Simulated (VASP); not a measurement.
# SiNi (P2_13) in VASP: further runs

The runs below take SiNi through equation of state, with PBE, PBEsol.

All numbers are computed with VASP 6.6.1; they aren't measurements. Logs are shortened: lines on timing, memory, paths and dates and some standing lists are left out, and cuts for length are marked.

**1. The structure**

The structure is cubic, space group P2_13 (No. 198). The conventional cell has a = 4.504 Å, b = 4.504 Å, c = 4.504 Å, α = 90.00°, β = 90.00°, γ = 90.00°. Ni (site symmetry 3) has 7 Si at 2.36 to 2.44 Å as nearest neighbours. Around Si (site symmetry 3) lie 7 Ni at 2.36 to 2.44 Å.

The cell is a database's computed one.

**2. Equation of state, PBE, collinear spin, ferromagnetic start, 10.73 Å³/atom (volume scaled by 0.94)**

Contents of INCAR:

```
PREC     = Accurate       # precision mode
ENCUT    = 520            # plane-wave cutoff, eV
EDIFF    = 1E-7           # SCF threshold, eV
ISMEAR   = -1             # smearing method
SIGMA    = 0.05           # smearing width, eV
LREAL    = False          # projectors in reciprocal space
LASPH    = True           # aspherical terms in the spheres
NELM     = 150            # most SCF steps
ALGO     = Normal         # electronic algorithm
ISIF     = 2              # what is computed and relaxed
LWAVE    = False          # write WAVECAR
LCHARG   = False          # write CHGCAR
ISPIN    = 2              # spin polarisation
MAGMOM   = 1 1 1 1 0 0 0 0 # initial moments
LORBIT   = 11             # projections on sites
LMAXMIX  = 4              # l up to which the mixer works
GGA      = PE             # functional
NBANDS   = 42             # bands
```

Contents of KPOINTS:

```
Automatic mesh
0
Gamma
  6 6 6
```

Contents of POSCAR:

```
SiNi
1.0
    4.4117560803      0.0000000000      0.0000000000
    0.0000000000      4.4117560803      0.0000000000
    0.0000000000      0.0000000000      4.4117560803
Ni Si
4 4
Direct
    0.1495040000      0.1495040000      0.1495040000
    0.6495040000      0.3504960000      0.8504960000
    0.8504960000      0.6495040000      0.3504960000
    0.3504960000      0.8504960000      0.6495040000
    0.8468300000      0.8468300000      0.8468300000
    0.3468300000      0.6531700000      0.1531700000
    0.1531700000      0.3468300000      0.6531700000
    0.6531700000      0.1531700000      0.3468300000
```

Potentials or basis: VASP PAW PBE potentials, release 64 (Ni, Si).

Command:

```sh
cat potpaw_PBE.64/Ni/POTCAR potpaw_PBE.64/Si/POTCAR > POTCAR
mpirun -np 1 vasp_std > vasp.out
```

OUTCAR:

```text
PREC = Accurate
   ENCUT = 520
   EDIFF = 1E-7
   ISMEAR = -1
   LREAL = False
   LASPH = True
   NELM = 150
   ISIF = 2
   ISPIN = 2
   LORBIT = 11
   GGA = PE

 Found     24 irreducible k-points:

 Following reciprocal coordinates:
            Coordinates               Weight
  0.000000  0.000000  0.000000      1.000000
  0.166667  0.000000  0.000000      6.000000
  0.333333  0.000000  0.000000      6.000000
  0.500000  0.000000  0.000000      3.000000
  0.166667  0.166667  0.000000     12.000000
  0.333333  0.166667  0.000000     12.000000
   k-points           NKPTS =     24   k-points in BZ     NKDIM =     24   number of bands    NBANDS=     42
   number of dos      NEDOS =    301   number of ions     NIONS =      8
   total plane-waves  NPLWV =  46656
   dimension x,y,z NGX =    36 NGY =   36 NGZ =   36
   dimension x,y,z NGXF=    72 NGYF=   72 NGZF=   72
   ions per type =               4   4
   NGX,Y,Z   is equivalent  to a cutoff of  13.57, 13.57, 13.57 a.u.
   NGXF,Y,Z  is equivalent  to a cutoff of  27.13, 27.13, 27.13 a.u.
 SYSTEM =  unknown system
   PREC   = accura    normal or accurate (medium, high low for compatibility)
   ISTART =      0    job   : 0-new  1-cont  2-samecut
   ICHARG =      2    charge: 1-file 2-atom 10-const
   ISPIN  =      2    spin polarized calculation?
   LNONCOLLINEAR =      F non collinear calculations
   LSORBIT =      F    spin-orbit coupling
   LASPH  =      T    aspherical Exc in radial PAW
   ENCUT  =  520.0 eV  38.22 Ry    6.18 a.u.   8.20  8.20  8.20*2*pi/ulx,y,z
   NELM   =    150;   NELMIN=  2; NELMDL= -5     # of ELM steps
   EDIFF  = 0.1E-06   stopping-criterion for ELM
   LREAL  =      F    real-space projection
   EDIFFG = 0.1E-05   stopping-criterion for IOM
   NSW    =      0    number of steps for IOM
   IBRION =     -1    ionic relax: 0-MD 1-quasi-New 2-CG
   NFREE  =      0    steps in history (QN), initial steepest desc. (CG)
   ISIF   =      2    stress and relaxation
   ISYM   =      2    0-nonsym 1-usesym 2-fastsym
   POTIM  = 0.5000    time-step for ionic-motion
   TEBEG  =    0.0;   TEEND  =   0.0 temperature during run
   PSTRESS=    0.0 pullay stress
   NELECT =      56.0000    total number of electrons
   NUPDOWN=      -1.0000    fix difference up-down
   EMIN   =  10.00;   EMAX   =-10.00  energy-range for DOS
   EFERMI =   0.00;   METHOD = LEGACY
   ISMEAR =    -1;   SIGMA  =   0.05  broadening in eV -4-tet -1-fermi 0-gaus
   EFERMI_NEDOS =   21; number of points for ismear=-14 and -15
   IALGO  =     38    algorithm
   IMIX   =      4    mixing-type and parameters
     AMIX     =   0.40;   BMIX     =  1.00
     AMIX_MAG =   1.60;   BMIX_MAG =  1.00
  volume/ion in A,a.u.               =      10.73        72.43
  Fermi-wavevector in a.u.,A,eV,Ry     =   1.419687  2.682820 27.422704  2.015512
  Thomas-Fermi vector in A             =   2.540682
   LORBIT       =     11    0 simple, 1 ext, 2 COOP (PROOUT), +10 PAW based schemes
   GGA     = PE    functional components
   LHFCALC =     F    Hartree Fock is set to
   AEXX    =    0.0000 exact exchange contribution
   IVDW    =     0    specifies the selected vdW correction
   LEPSILON=     F    determine dielectric tensor
   LRPA    =     F    only Hartree local field effects (RPA)
 spin polarized calculation
  energy-cutoff  :      520.00
  volume of cell :       85.87
 maximum number of plane-waves:      2360
 NGX is ok and might be reduce to    36
   NGX = 17   NGY = 17   NGZ = 17

 number of electron      56.0000001 magnetization      -0.0017820

 number of electron      56.0000001 magnetization       0.0000301

 Free energy of the ion-electron system (eV)
  ---------------------------------------------------
  ext. energy  EPLUGINS =         0.00000000
  ---------------------------------------------------
  free energy    TOTEN  =       -46.54943029 eV

  energy without entropy =      -46.52696224  energy(sigma->0) =      -46.53819626

 E-fermi :  12.9704     XC(G=0): -12.8779

 val. band max:       12.9041800506   @ k =   0.3333   0.0000   0.0000
 cond. band min:      12.9868656028   @ k =   0.3333   0.0000   0.0000
 fundamental gap:      0.0826855522
 Fermi energy:        12.9703830884

 spin component 1

 k-point     1 :       0.0000    0.0000    0.0000
  band No.  band energies     occupation
      1      -1.8674      1.00000
      2       3.7632      1.00000
      3       3.7632      1.00000
      4       3.7632      1.00000
      5       6.2754      1.00000
      6       6.2754      1.00000
[... 32 lines left out ...]
     39      17.6434      0.00000
     40      20.4346      0.00000

 k-point     2 :       0.1667    0.0000    0.0000
  band No.  band energies     occupation
      1      -1.6592      1.00000
      2       2.6219      1.00000
      3       3.8990      1.00000
      4       4.4763      1.00000
      5       5.8000      1.00000
      6       6.3874      1.00000
[... 32 lines left out ...]
     39      18.9401      0.00000
     40      19.1869      0.00000

 k-point     3 :       0.3333    0.0000    0.0000
  band No.  band energies     occupation
      1      -1.0446      1.00000
      2       1.2248      1.00000
      3       4.2836      1.00000
      4       4.9872      1.00000
      5       5.7089      1.00000
      6       6.5010      1.00000
[... 32 lines left out ...]
     39      18.0383      0.00000
     40      18.9633      0.00000

 k-point     4 :       0.5000    0.0000    0.0000
  band No.  band energies     occupation
      1      -0.0577      1.00000
      2      -0.0577      1.00000
      3       4.8128      1.00000
      4       4.8128      1.00000
      5       6.0745      1.00000
      6       6.0745      1.00000
[... 32 lines left out ...]
     39      18.0066      0.00000
     40      18.0066      0.00000

 k-point     5 :       0.1667    0.1667    0.0000
  band No.  band energies     occupation
      1      -1.4526      1.00000
      2       2.4841      1.00000
      3       3.3356      1.00000
      4       4.7971      1.00000
      5       5.7385      1.00000
      6       6.4891      1.00000
[... 32 lines left out ...]
     39      18.9634      0.00000
     40      19.3620      0.00000

 k-point     6 :       0.3333    0.1667    0.0000
  band No.  band energies     occupation
      1      -0.8433      1.00000
      2       1.3761      1.00000
      3       3.5304      1.00000
      4       4.9022      1.00000
      5       5.8333      1.00000
      6       6.0753      1.00000
[... 32 lines left out ...]
     39      19.4435      0.00000
     40      20.0197      0.00000

 [... further k-points ...]

 spin component 2

 k-point     1 :       0.0000    0.0000    0.0000
  band No.  band energies     occupation
      1      -1.8674      1.00000
      2       3.7632      1.00000
      3       3.7632      1.00000
      4       3.7632      1.00000
      5       6.2754      1.00000
      6       6.2754      1.00000
[... 32 lines left out ...]
     39      17.6434      0.00000
     40      20.4346      0.00000

 k-point     2 :       0.1667    0.0000    0.0000
  band No.  band energies     occupation
      1      -1.6592      1.00000
      2       2.6219      1.00000
      3       3.8990      1.00000
      4       4.4763      1.00000
      5       5.8000      1.00000
      6       6.3874      1.00000
[... 32 lines left out ...]
     39      18.9401      0.00000
     40      19.1869      0.00000

 k-point     3 :       0.3333    0.0000    0.0000
  band No.  band energies     occupation
      1      -1.0446      1.00000
      2       1.2248      1.00000
      3       4.2836      1.00000
      4       4.9872      1.00000
      5       5.7089      1.00000
      6       6.5010      1.00000
[... 32 lines left out ...]
     39      18.0383      0.00000
     40      18.9633      0.00000

 k-point     4 :       0.5000    0.0000    0.0000
  band No.  band energies     occupation
      1      -0.0577      1.00000
      2      -0.0577      1.00000
      3       4.8127      1.00000
      4       4.8127      1.00000
      5       6.0745      1.00000
      6       6.0745      1.00000
[... 32 lines left out ...]
     39      18.0066      0.00000
     40      18.0066      0.00000

 k-point     5 :       0.1667    0.1667    0.0000
  band No.  band energies     occupation
      1      -1.4526      1.00000
      2       2.4841      1.00000
      3       3.3356      1.00000
      4       4.7971      1.00000
      5       5.7385      1.00000
      6       6.4890      1.00000
[... 32 lines left out ...]
     39      18.9634      0.00000
     40      19.3620      0.00000

 k-point     6 :       0.3333    0.1667    0.0000
  band No.  band energies     occupation
      1      -0.8433      1.00000
      2       1.3761      1.00000
      3       3.5304      1.00000
      4       4.9022      1.00000
      5       5.8333      1.00000
      6       6.0753      1.00000
[... 32 lines left out ...]
     39      19.4435      0.00000
     40      20.0197      0.00000

 [... further k-points ...]

 [bands above 40 left out]

------------------------ aborting loop because EDIFF is reached ----------------------------------------

  FORCE on cell =-STRESS in cart. coord.  units (eV):
  Direction    XX          YY          ZZ          XY          YZ          ZX
  --------------------------------------------------------------------------------------
  -------------------------------------------------------------------------------------
  Total        8.1689184      8.1689184      8.1689184      0.0000000      0.0000000      0.0000000
  in kB      152.4195455    152.4195455    152.4195455      0.0000000      0.0000000      0.0000000
  external PRESSURE =     152.4195455 kB  Pullay stress =       0.0000000 kB

 VOLUME and BASIS-vectors are now :
 -----------------------------------------------------------------------------
  energy-cutoff  :      520.00
  volume of cell :       85.87
      direct lattice vectors                 reciprocal lattice vectors
     4.411756080  0.000000000  0.000000000     0.226667110  0.000000000  0.000000000
     0.000000000  4.411756080  0.000000000     0.000000000  0.226667110  0.000000000
     0.000000000  0.000000000  4.411756080     0.000000000  0.000000000  0.226667110

 POSITION                                       TOTAL-FORCE (eV/Angst)
 -----------------------------------------------------------------------------------
      0.65958      0.65958      0.65958         0.007649      0.007649      0.007649
      2.86545      1.54630      3.75218         0.007649     -0.007649     -0.007649
      3.75218      2.86545      1.54630        -0.007649      0.007649     -0.007649
      1.54630      3.75218      2.86545        -0.007649     -0.007649      0.007649
      3.73601      3.73601      3.73601         0.005656      0.005656      0.005656
      1.53013      2.88163      0.67575         0.005656     -0.005656     -0.005656
      0.67575      1.53013      2.88163        -0.005656      0.005656     -0.005656
      2.88163      0.67575      1.53013        -0.005656     -0.005656      0.005656
 -----------------------------------------------------------------------------------
    total drift:                                0.000000      0.000000      0.000000

  FREE ENERGIE OF THE ION-ELECTRON SYSTEM (eV)
  ---------------------------------------------------
  free  energy   TOTEN  =       -46.5494302863 eV

  energy  without entropy=      -46.5269622356  energy(sigma->0) =      -46.53819626

 total charge

# of ion       s       p       d       tot
------------------------------------------
    1        0.481   0.674   8.534   9.689
    2        0.481   0.674   8.534   9.689
    3        0.481   0.674   8.534   9.689
    4        0.481   0.674   8.534   9.689
    5        0.734   0.889   0.000   1.623
    6        0.734   0.889   0.000   1.623
    7        0.734   0.889   0.000   1.623
    8        0.734   0.889   0.000   1.623
--------------------------------------------------
tot          4.861   6.251  34.135  45.247

 magnetization (x)

# of ion       s       p       d       tot
------------------------------------------
    1       -0.000   0.000  -0.000  -0.000
    2       -0.000   0.000  -0.000  -0.000
    3       -0.000   0.000  -0.000  -0.000
    4       -0.000   0.000  -0.000  -0.000
    5       -0.000  -0.000   0.000  -0.000
    6       -0.000  -0.000   0.000  -0.000
    7       -0.000  -0.000   0.000  -0.000
    8       -0.000  -0.000   0.000  -0.000
--------------------------------------------------
tot         -0.000  -0.000  -0.000  -0.000
```

It took 2.7 min on 1 thread of Intel Xeon Platinum 8488C (Sapphire Rapids), shared host; peak memory 0.3 GiB.

What came out:

* Free energy: -46.5494 eV
* Pressure: 15.2 GPa
* Largest force: 0.013 eV/Å
* Band gap on the k mesh: none (metal or under the smearing width)
* Net moment: 0.00 μB per cell
* Valence electrons inside the program's atomic spheres: Ni 9.69; Si 1.62

**3. Equation of state, PBE, collinear spin, ferromagnetic start, 10.96 Å³/atom (volume scaled by 0.96)**

Contents of INCAR:

```
  ALGO = Normal
  EDIFF = 1E-7
  ENCUT = 520
  GGA = PE
  ISIF = 2
  ISMEAR = -1
  ISPIN = 2
  LASPH = T
  LCHARG = F
  LMAXMIX = 4
  LORBIT = 11
  LREAL = F
  LWAVE = F
  MAGMOM = 1 1 1 1 0 0 0 0
  NBANDS = 42
  NELM = 150
  PREC = Accurate
  SIGMA = 0.05
```

Contents of KPOINTS:

```
k-points
0
Gamma
  6 6 6
```

POSCAR: that of step 2 with these lines changed.

```diff
@@ -2,5 +2,5 @@
 1.0
-    4.4117560803      0.0000000000      0.0000000000
-    0.0000000000      4.4117560803      0.0000000000
-    0.0000000000      0.0000000000      4.4117560803
+    4.4428258088      0.0000000000      0.0000000000
+    0.0000000000      4.4428258088      0.0000000000
+    0.0000000000      0.0000000000      4.4428258088
 Ni Si
```

Potentials or basis: VASP PAW PBE potentials, release 64 (Ni, Si).

Command:

```sh
cat potpaw_PBE.64/Ni/POTCAR potpaw_PBE.64/Si/POTCAR > POTCAR
mpirun -np 1 vasp_std > vasp.out
```

Wall time 2.5 min (1 thread of Intel Xeon Platinum 8488C (Sapphire Rapids), shared host); peak memory 0.3 GiB.

The run converged. Its results:

| Quantity | Value |
| --- | --- |
| Free energy | -46.6945 eV |
| Pressure | 10.2 GPa |
| Largest force | 0.003 eV/Å |
| Band gap on the k mesh | none (metal or under the smearing width) |
| Net moment | 0.00 μB per cell |
| Valence electrons inside the program's atomic spheres | Ni 9.64; Si 1.61 |

**4. Equation of state, PBE, collinear spin, ferromagnetic start, 11.19 Å³/atom (volume scaled by 0.98)**

Contents of INCAR:

```
ALGO = Normal ; EDIFF = 1E-7
ENCUT = 520 ; GGA = PE
ISIF = 2 ; ISMEAR = -1
ISPIN = 2 ; LASPH = True
LCHARG = False ; LMAXMIX = 4
LORBIT = 11 ; LREAL = False
LWAVE = False ; MAGMOM = 1 1 1 1 0 0 0 0
NBANDS = 42 ; NELM = 150
PREC = Accurate ; SIGMA = 0.05
```

KPOINTS is that of step 3.

POSCAR: that of step 3 with these lines changed.

```diff
@@ -2,5 +2,5 @@
 1.0
-    4.4428258088      0.0000000000      0.0000000000
-    0.0000000000      4.4428258088      0.0000000000
-    0.0000000000      0.0000000000      4.4428258088
+    4.4734669550      0.0000000000      0.0000000000
+    0.0000000000      4.4734669550      0.0000000000
+    0.0000000000      0.0000000000      4.4734669550
 Ni Si
```

Command:

```sh
cat potpaw_PBE.64/Ni/POTCAR potpaw_PBE.64/Si/POTCAR > POTCAR
mpirun -np 1 vasp_std > vasp.out
```

Run time: 2.9 min. Hardware: 1 thread of Intel Xeon Platinum 8488C (Sapphire Rapids), shared host; peak memory 0.31 GiB.

It converged, with:

- Free energy: -46.7854 eV
- Pressure: 5.8 GPa
- Largest force: 0.017 eV/Å
- Band gap on the k mesh: none (metal or under the smearing width)
- Net moment: 0.00 μB per cell
- Valence electrons inside the program's atomic spheres: Ni 9.59; Si 1.60

**5. Equation of state, PBE, collinear spin, ferromagnetic start, 11.65 Å³/atom (volume scaled by 1.02)**

Contents of INCAR:

```
SYSTEM = SiNi
PREC = Accurate
ENCUT = 520
EDIFF = 1E-7
ISMEAR = -1
SIGMA = 0.05
LREAL = .False.
LASPH = .True.
NELM = 150
ALGO = Normal
ISIF = 2
LWAVE = .False.
LCHARG = .False.
ISPIN = 2
MAGMOM = 1 1 1 1 0 0 0 0
LORBIT = 11
LMAXMIX = 4
GGA = PE
NBANDS = 42
```

Contents of KPOINTS:

```
Automatic mesh
0
Gamma
  6 6 6
  0 0 0
```

POSCAR: that of step 4 with these lines changed.

```diff
@@ -2,5 +2,5 @@
 1.0
-    4.4734669550      0.0000000000      0.0000000000
-    0.0000000000      4.4734669550      0.0000000000
-    0.0000000000      0.0000000000      4.4734669550
+    4.5335206573      0.0000000000      0.0000000000
+    0.0000000000      4.5335206573      0.0000000000
+    0.0000000000      0.0000000000      4.5335206573
 Ni Si
```

Command:

```sh
cat potpaw_PBE.64/Ni/POTCAR potpaw_PBE.64/Si/POTCAR > POTCAR
mpirun -np 1 vasp_std > vasp.out
```

It took 3.1 min on 1 thread of Intel Xeon Platinum 8488C (Sapphire Rapids), shared host; peak memory 0.31 GiB.

It converged, with:

* Free energy: -46.8279 eV
* Pressure: -1.8 GPa
* Largest force: 0.041 eV/Å
* Band gap on the k mesh: none (metal or under the smearing width)
* Net moment: 0.00 μB per cell
* Valence electrons inside the program's atomic spheres: Ni 9.51; Si 1.57

**6. Equation of state, PBE, collinear spin, ferromagnetic start, 11.88 Å³/atom (volume scaled by 1.04)**

Contents of INCAR:

```
PREC = Accurate
ENCUT = 520
EDIFF = 1E-7
ISMEAR = -1
SIGMA = 0.05
LREAL = False
LASPH = True
NELM = 120
ALGO = Normal
ISIF = 2
LWAVE = False
LCHARG = False
ISPIN = 2
MAGMOM = 1 1 1 1 0 0 0 0
LORBIT = 11
LMAXMIX = 4
GGA = PE
NBANDS = 42
```

Contents of KPOINTS:

```
Automatic mesh
0
Gamma
  6 6 6
```

POSCAR: that of step 5 with these lines changed.

```diff
@@ -2,5 +2,5 @@
 1.0
-    4.5335206573      0.0000000000      0.0000000000
-    0.0000000000      4.5335206573      0.0000000000
-    0.0000000000      0.0000000000      4.5335206573
+    4.5629599280      0.0000000000      0.0000000000
+    0.0000000000      4.5629599280      0.0000000000
+    0.0000000000      0.0000000000      4.5629599280
 Ni Si
```

Potentials or basis: VASP PAW PBE potentials, release 64 (Ni, Si).

Command:

```sh
cat potpaw_PBE.64/Ni/POTCAR potpaw_PBE.64/Si/POTCAR > POTCAR
mpirun -np 1 vasp_std > vasp.out
```

It took 3.1 min on 1 thread of Intel Xeon Platinum 8488C (Sapphire Rapids), shared host; peak memory 0.31 GiB.

Results (log left out):

```
Free energy                                           : -46.7894 eV
Pressure                                              : -4.9 GPa
Largest force                                         : 0.051 eV/Å
Band gap on the k mesh                                : none (metal or under the smearing width)
Net moment                                            : 0.00 μB per cell
Valence electrons inside the program's atomic spheres : Ni 9.47; Si 1.56
```

(Continued in part 2 of 2.)
